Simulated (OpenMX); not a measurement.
**MgS (Niningerite): band structure with PBE**

Crystal: MgS (Niningerite).

```
S Mg
1.0
     0.00000    2.60165    2.60165
     2.60165    0.00000    2.60165
     2.60165    2.60165    0.00000
S Mg
1 1
Direct
  0.50000 0.50000 0.50000
  0.00000 0.00000 0.00000
```

* Program: OpenMX 3.8.5
* Task: band structure
* Functional: PBE
* Potentials or basis: OpenMX 2013 PBE set, S7.0-s2p2d1f1, Mg7.0-s3p2d1, grid cutoff 500 Ry
* k mesh: 9 × 9 × 9
* Occupations: fermi-dirac, width 0.05 eV
* Spin: no spin polarisation
* Mixing scheme: rmm-diisk
* SCF threshold: 1e-08 Ha
* Solver: band
* Max SCF cycles: 100

```json
{"Pressure": "1.9 GPa", "Band gap on the k mesh": "2.86 eV, indirect (least direct gap 3.83 eV)", "Band gap along the path": "2.73 eV, indirect (least direct gap 3.83 eV)", "Mulliken charges": "S -0.37; Mg +0.37 e"}
```

Levels at the corners of the path, in eV from the valence-band top:
```
point  band 3  band 4  band 5  band 6  band 7  band 8  band 9  band 10  band 11  band 12
    Γ  -41.43  -12.67    0.00    0.00    0.00    3.83    7.94     7.95     7.95    10.40
    X  -41.44  -10.98   -4.21   -1.69   -1.69    2.73    4.37    12.13    13.21    13.72
    W  -41.44  -10.93   -3.24   -3.24   -2.38    5.21    7.99     7.99     8.07    14.70
    K  -41.44  -10.98   -3.70   -3.21   -1.36    3.87    6.74     9.75    10.21    12.21
    Γ  -41.43  -12.67    0.00    0.00    0.00    3.83    7.94     7.95     7.95    10.40
    L  -41.43  -11.34   -4.86   -0.59   -0.59    4.78    6.91     6.91    10.18    12.32
    U  -41.44  -10.98   -3.70   -3.21   -1.36    3.87    6.74     9.75    10.21    12.21
    W  -41.44  -10.93   -3.24   -3.24   -2.38    5.21    7.99     7.99     8.07    14.70
    L  -41.43  -11.34   -4.86   -0.59   -0.59    4.78    6.91     6.91    10.18    12.32
  K|U  -41.44  -10.98   -3.70   -3.21   -1.36    3.87    6.74     9.75    10.21    12.21
    X  -41.44  -10.98   -4.21   -1.69   -1.69    2.73    4.37    12.13    13.21    13.72
```

It took 59 s on 1 thread of AMD EPYC 9R45 96-Core Processor (Zen 5), on a shared host, peak memory 0.76 GiB.

Caveat: Mulliken charges move with the basis; the mesh misses the band edges, which the band path finds closer together; the basis of atomic orbitals isn't converged, which shifts pressures, moduli and gaps. As with any semilocal functional, this PBE gap is likely too small.
